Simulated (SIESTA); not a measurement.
**CuAu in SIESTA: convergence with k mesh**

The system is CuAu.

```
Au Cu
1.0
     2.81075    0.00000    0.00000
     0.00000    2.81075    0.00000
     0.00000    0.00000    3.68500
Au Cu
1 1
Cartesian
  -0.0198 0.0089 -0.0574
  1.3957 1.3765 1.8232
```

The cell isn't the ideal one: atoms moved at random, drawn with an rms of 0.05 Å.

- Program: SIESTA 5.4.2
- Task: single point
- Functional: PBEsol
- Potentials or basis: PseudoDojo 0.4 standard (PBEsol files)
- Basis: DZP (energy shift 0.002 Ry)
- Grid cutoff: 800 Ry
- Energy shift: 0.002 Ry
- k mesh: 2 × 2 × 2
- Occupations: fermi-dirac, width 0.05 eV
- Spin: no spin polarisation

These are the settings of the first run; the series varies k mesh, with any setting tied to it.

Hardware: 1 thread of Arm Neoverse V1 (shared host).

```tsv
k mesh	energy less the tightest run, at zero smearing (meV/atom)	pressure (GPa)	largest force (eV/Å)	SCF cycles	CPU time (s)	peak memory (GiB)
2 × 2 × 2	1026.63	5.54	0.316	18	45	0.26
4 × 4 × 3	109.44	-2.19	0.321	13	37	0.26
5 × 5 × 4	-49.04	-3.32	0.311	11	35	0.26
6 × 6 × 5	23.15	-2.78	0.320	11	36	0.26
8 × 8 × 6	8.32	-2.53	0.318	13	46	0.26
9 × 9 × 7	-5.82	-3.08	0.319	12	47	0.26
11 × 11 × 9	0.00	-2.96	0.320	12	58	0.26
```

Against the tightest run, the largest force stays within 0.005 eV/Å from 6 × 6 × 5 on. Not settled before the last step: the energy (to 1 meV/atom), the pressure (to 0.1 GPa). Meshes of other sizes hit other points, so gaps and Fermi surfaces needn't settle smoothly. The tightest run that finished is the yardstick and may itself not be fully converged.

Caveat, for the tightest run too: semicore shells carry a single zeta, which can move pressures by several GPa and volumes by a few percent; the basis of atomic orbitals isn't converged, which shifts pressures, moduli and gaps. The run has no spin-orbit coupling, so splittings on Au are missing.
